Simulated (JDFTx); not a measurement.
Here is a JDFTx 1.7.0 (patched build) calculation.

The input Mg.in:

```
lattice \
    0.0000000000     4.2410291935     4.2410291935 \
    4.2410291935     0.0000000000     4.2410291935 \
    4.2410291935     4.2410291935     0.0000000000
coords-type Lattice
ion Mg     0.0000000000     0.0000000000     0.0000000000 1

ion-species pseudo/Mg.upf
elec-cutoff 42
elec-ex-corr gga-PBE
kpoint-folding 10 10 10
elec-smearing Fermi 0.0018374661
elec-n-bands 10
electronic-SCF nIterations 100 energyDiffThreshold 1e-08
electronic-minimize nIterations 30 energyDiffThreshold 1e-7
converge-empty-states yes
forces-output-coords Cartesian

dump-name run.$VAR
dump End Ecomponents EigStats BandEigs Kpoints Forces Stress
```

Potentials or basis: PseudoDojo-SR-PBE-0.5-standard.

Launch:

```console
$ jdftx -c 1 -i Mg.in -o Mg.out
```

Problem. What does it give for the band gap on the k mesh?

Solution. None (metal or under the smearing width).

Problem. Predict the pressure.

Solution. 0.8 GPa.

Caveat: the empty levels aren't tightly converged.
